The band gap is the energy between the highest filled and the lowest empty electron level of a crystal. Here it was read from the levels on a mesh of electron wave vectors, with spin-orbit coupling added after the density had been found. The direct gap is the smallest such distance at a single wave vector. Five density functionals were applied to the same polar cell of barium titanate, with every atom in the same place.

GPAW 26.7.0, plane-wave PAW density-functional theory for tetragonal BaTiO3 (P4mm, 5 atoms) at one fixed geometry. The Kohn-Sham gaps are taken on a 4 × 4 × 4 k mesh, with spin-orbit coupling added after the self-consistent run. The plane-wave cutoff is 800 eV and the Fermi-Dirac smearing width 0.05 eV.

| functional | potentials | gap on mesh (eV) | direct gap on mesh (eV) |
| --- | --- | --- | --- |
| AM05 | PAW-data-sets-made-by gpaw-setup-for-the-functional | 1.753 | 1.981 |
| MS2 | GPAW-PAW-data-sets-(gpaw-data-1.2.1) | 2.136 | 2.379 |
| PW91 | PAW-data-sets-made-by gpaw-setup-for-the-functional | 1.796 | 2.023 |
| SOGGA | PAW-data-sets-made-by gpaw-setup-for-the-functional | 1.750 | 1.976 |
| mBEEF | GPAW-PAW-data-sets-(gpaw-data-1.2.1) | 2.236 | 2.482 |

Two sizes are worth remembering. Going from the three functionals of GGA type (AM05, PW91, SOGGA) to the two meta-GGAs (MS2, mBEEF) widens the gap by about 0.4 eV, while the choice among the GGAs moves it by only about 0.05 eV. The two groups don't overlap: even the closest pair, PW91 and MS2, is 0.34 eV apart. What makes this step?

Spin-orbit coupling deserves a first look, because its recipe changes at the same place as the gap. In the two meta-GGA runs the exchange-correlation potential was left out of the spin-orbit term. Yet the same runs also give the gaps before spin-orbit coupling is added, and there the step is still 0.42 eV. The coupling lowers each gap by only about 0.002 eV. It lowers the direct gaps by about 0.05 eV, a shift not to be trusted closely because the runs warn of splittings that are too wide, but even this is small beside the step.

A more tempting explanation starts from pressure. Each functional has its own preferred cell size, so in a fixed cell one functional finds the crystal squeezed and another finds it stretched. Among the GGAs the gap seems to follow: PW91, which feels the strongest squeeze, has the widest gap of the three. It is easy to conclude that functionals which favour a larger cell open the gap because they feel this one as compressed.

The numbers allow a direct trial of this idea. From SOGGA to PW91 the pressure rises by 5.8 GPa and the gap by 0.046 eV, which makes 0.008 eV per GPa. The pressure of mBEEF lies 4.6 GPa above that of SOGGA, so its gap should exceed the SOGGA value by $4.6\times0.008\approx0.04$ eV and reach about 1.79 eV. The calculation gives 2.24 eV for mBEEF, whose gap had no part in the estimate. The pressure rule thus supplies less than a tenth of the rise it was meant to explain.

The flaw lies in the reasoning as well as in the numbers. Pressure tells how the total energy would change if the cell were made larger or smaller. Here the cell stays as it is, so no bond is shortened from one row to the next, and no orbital overlap can grow by that route. Pressure and gap are two consequences of the choice of functional, and one needn't cause the other. Even the apparent order among the GGAs rests on PW91 alone, since AM05 and SOGGA are too close to be ranked.

The explanation that theory offers begins with what a functional is allowed to see. A GGA knows the electron density and its gradient, and it hands every orbital the same local potential. A meta-GGA of the kind used here also knows the kinetic-energy density $\tau$, which is large where orbitals change steeply in space. When the energy is varied with respect to an orbital $\psi_i$, this dependence adds a new term to the equation for that orbital. In atomic units, its direct contribution to the level is

$$\Delta\varepsilon_i=\tfrac12\int v_\tau\,|\nabla\psi_i|^2\,d^3r,\qquad v_\tau=\frac{\partial e_{xc}}{\partial\tau},$$

where $e_{xc}$ is the exchange-correlation energy per volume.

The term depends on the shape of the orbital, and therefore it can move filled and empty levels by different amounts. In barium titanate the filled levels below the gap are known to be mainly oxygen 2p, and the empty ones above it mainly titanium 3d. Where $v_\tau$ is positive, the term raises every level, and steep orbitals most. The oxygen 2p orbitals are compact and steep too, so this term alone need not lift the 3d levels more, and it may even narrow the gap. The local part of the potential changes as well and partly cancels it. These functionals measure $\tau$ from $|\nabla n|^2/8n$, the value a single orbital of density $n$ would give, and that piece turns $|\nabla\psi_i|^2$ into $|\nabla\psi_i-\psi_i\nabla n/2n|^2$. What counts is then how far an orbital departs from the shape of the density around it, and the empty 3d orbitals are expected to depart more than the filled 2p orbitals, which make up much of the density on oxygen. Further local changes come on top, so the change of the gap follows only from the sum of the direct and the local part. The runs print neither part, which leaves the mechanism argued from theory and not measured here.

There is a more general way to put the same point. The true cost of moving an electron across the gap contains a jump in the potential when an electron is added, and the gap between GGA levels misses this jump. The dependence of a meta-GGA on $\tau$ can bring part of it into the levels. The direct gap is compatible with this picture, for it widens by 0.44 eV, slightly more than the smallest gap. That is no proof, since the two gaps are expected to share the lowest empty level at the zone centre and say little about the rest of the bands.

One competitor remains that this table can't remove. The GGA runs used atomic data sets made for each functional, whereas both meta-GGA runs used the standard sets, which are built with a GGA. These data sets describe the atomic cores and their effect on the outer electrons, so they can shift the levels as well. A GGA run with the standard sets would show how far they shift a GGA gap, though not what happens when a meta-GGA is combined with cores made for a GGA. There is no such run here. The dependence on $\tau$ is the likelier main cause because it is known to open gaps in many insulators; its share of the 0.4 eV stays open.

As a description, a model with one common gap for the GGAs and another for the meta-GGAs, fitted to all five rows, typically misses by 0.04 eV. A straight line in pressure, with just as many constants, misses by 0.19 eV; when each row is predicted from the other four, the misses grow to 0.07 and 0.35 eV, and the output below gives all four. The first model names the pattern but not its cause, since functional class and data sets change together. It also leaves the 0.10 eV between MS2 and mBEEF unexplained. The two meta-GGAs respond differently to $\tau$ and to the density gradient, which may be the reason, though no run here tests it.

For practical use, the remaining error matters more than the step. The measured gap is roughly 3.3 eV, a recalled value, and the meta-GGAs recover only about a quarter of what the GGAs lack. A gap near 1.8 eV would let the crystal absorb most visible light, and one near 2.2 eV would still leave it coloured, whereas pure barium titanate is colourless. The mesh contains the zone centre and corners, where the band edges are expected, but it is coarse for the density, the cell is not relaxed for any of the functionals, and the motion of the atoms is absent, so the exact shortfall shouldn't be charged to the functional alone. In a similar oxide with filled oxygen 2p and empty metal d levels, a meta-GGA gap above the GGA gap is a reasonable first guess, but not a substitute for a measured absorption edge.

Output of the analysis:

```
Gaps without spin-orbit, its effect, and pressure:
    row  scalar_gap_eV  gap_lowering_eV  direct_lowering_eV  pressure_GPa
   AM05          1.755         0.001555             0.05607        -1.669
    MS2          2.138          0.00161              0.0524      -0.01394
   PW91          1.799         0.002507             0.05509         3.158
  SOGGA          1.752         0.002286             0.05679        -2.623
  mBEEF          2.238         0.001746             0.05036         1.996
mean gap of the three GGAs, eV: 1.766
mean gap of the two meta-GGAs, eV: 2.186
step between the class means, eV: 0.4197
the same step without spin-orbit coupling, eV: 0.4192
step between the class means of the direct gap, eV: 0.4372
smallest distance between the classes (MS2 less PW91), eV: 0.34
largest distance between the classes (mBEEF less SOGGA), eV: 0.486
spread within the GGAs, eV: 0.046
difference of the two meta-GGAs, eV: 0.1
correlation of gap and pressure over all rows: 0.4196
shortfall of the GGA mean from the rough recalled gap, eV: 1.534
shortfall of the meta-GGA mean from the rough recalled gap, eV: 1.114
fit of gap_on_mesh on 5 rows: constant 1.766 +/- 0.027, coefficient of meta 0.4197 +/- 0.042; rms 0.0356, worst MS2 0.05, leave-one-out rms 0.0678
fit of gap_on_mesh on 5 rows: constant 1.927 +/- 0.11, coefficient of press 0.0404 +/- 0.05; rms 0.189, worst PW91 0.259, leave-one-out rms 0.352
```
